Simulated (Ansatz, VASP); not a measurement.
# One calculation of Se, two programs

```xyz
1
Lattice="2.7895 0.0451 -0.0033 0.0451 2.7998 0.0051 -0.0033 0.0051 2.8434" Properties=species:S:1:pos:R:3 pbc="T T T"
Se    0.1264    0.0045   -0.0206
```

Change from the starting cell: cell strained at random at fixed volume.

Alike in both runs: functional PBEsol; k mesh 9 × 9 × 9; occupations gaussian, width 0.1 eV; no spin polarisation.

```csv
,VASP,Ansatz
version,VASP 6.6.1,Ansatz 0.2.0
potentials or method,"VASP PAW PBE potentials, release 64 (Se), cutoff 520 eV","all-electron LAPW, scalar-relativistic"
task,single point,band structure
```

VASP gave:

- gap on the k mesh at the Fermi level (eV): none
- pressure (GPa): -1.5
- largest component of the traceless stress (GPa): 0.37

Task: Estimate Ansatz's values.

Result: gap on the k mesh at the Fermi level (eV): none; pressure (GPa): -1.6; largest component of the traceless stress (GPa): 0.36.

A gap of «none» marks a metal or a gap that the smearing closes. Ansatz ran all-electron here, so the differences hold the error of VASP's frozen core and of both bases.

Caveats: the PAW data sets were made with another functional, which shifts forces and pressure a little (VASP).
